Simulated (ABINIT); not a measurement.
Runs of ABINIT 10.8.3 (patched build) on Sb. The structure is monoclinic, space group P2_1/m (No. 11). Conventional cell: a = 3.122 Å, b = 4.348 Å, c = 4.406 Å, α = 90.00°, β = 90.51°, γ = 90.00°. Sb (site symmetry m) is surrounded by 6 Sb at 3.04 to 3.15 Å. This isn't the form of Sb at room conditions, which is rhombohedral.

```csv
task,level,potentials or basis,cell,cutoff (eV),cell freedom (optcell),optimiser (ionmov),cutoff smearing ecutsm (Ha),force stop (Ha/bohr),gap on the mesh (eV),pressure (GPa),largest force (eV/Å)
single point,LDA,PseudoDojo NC SR LDA v0.4.1 standard,as given,1088,-,-,-,-,none,-3.5,(a)
relaxation of cell and atoms,PBEsol,PseudoDojo NC SR PBEsol v0.4.1 standard,relaxed,1088,2,2,0.5,2e-05,none,0.0,-
single point,PBEsol,PseudoDojo NC SR PBEsol v0.4.1 standard,as given,980,-,-,-,-,none,-3.7,(b)
single point,r2SCAN,SPMS NC PBE v1.0,as given,844,-,-,-,-,none,-1.2,0.06
```

Alike in all rows: no spin polarisation; k mesh 7 × 4 × 4; smearing fermi-dirac 0.05 eV; the mesh is coarse, so values aren't converged.

Task: Estimate the missing entries.

Result: (a) 0.07; (b) 0.10.

Caveats: all runs use coarse meshes; a meta-GGA on potentials with a model core is unreliable (some runs); the potentials were made for another functional, which shifts forces and pressure (some runs).

A k mesh can miss the band edges, and the runs leave out spin-orbit coupling on Sb.

A gap of «none» marks a metal or a gap under the smearing width.
